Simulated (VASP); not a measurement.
Here is a VASP 6.6.1 calculation.

The input INCAR:

```
SYSTEM = Zn
ALGO = Fast
DIPOL = 0.5 0.5 0.500
EDIFF = 1E-6
EDIFFG = -0.02
ENCUT = 520
GGA = PE
IBRION = 2
IDIPOL = 3
ISIF = 2
ISMEAR = -1
LASPH = .TRUE.
LCHARG = .FALSE.
LDIPOL = .TRUE.
LREAL = .FALSE.
LWAVE = .FALSE.
NELM = 80
NSW = 60
PREC = Accurate
SIGMA = 0.05
```

Contents of KPOINTS:

```
k-points
0
G
  9 9 1
  0 0 0
```

The input POSCAR:

```
Zn
1.0
    2.6169740200      0.0000000000      0.0000000000
   -1.3084870100      2.2681701736      0.0000000000
    0.0000000000      0.0000000000     27.1587934876
Zn
6
Selective dynamics
Direct
    0.3393536486      0.6787072973      0.2761536518  F F F
    0.0115275509      0.0230551018      0.3651252919  F F F
    0.3508811995      0.7017623991      0.4550417640  F F F
    0.6902348482      0.3804696963      0.5449582360  T T T
    0.3624087504      0.7248175009      0.6339298761  T T T
    0.7017623991      0.4035247981      0.7238463482  T T T
```

Potentials or basis: VASP PAW PBE potentials, release 64 (Zn).

Run with:

```sh
$ cat potpaw_PBE.64/Zn/POTCAR > POTCAR
$ mpirun -np 1 vasp_std > vasp.out
```

Q: Estimate the energy gained by relaxing.

A: 18.4 meV/atom.

Q: Estimate the band gap on the k mesh.

A: None (metal or under the smearing width).

Final structure:
```
CELL_PARAMETERS angstrom
2.61697 0.00000 0.00000
-1.30849 2.26817 0.00000
0.00000 0.00000 27.15879
ATOMIC_POSITIONS crystal
Zn 0.33935 0.67871 0.27615
Zn 0.01153 0.02306 0.36513
Zn 0.35088 0.70176 0.45504
Zn 0.68963 0.37926 0.56075
Zn 0.35763 0.71525 0.65913
Zn 0.68991 0.37983 0.75440
```
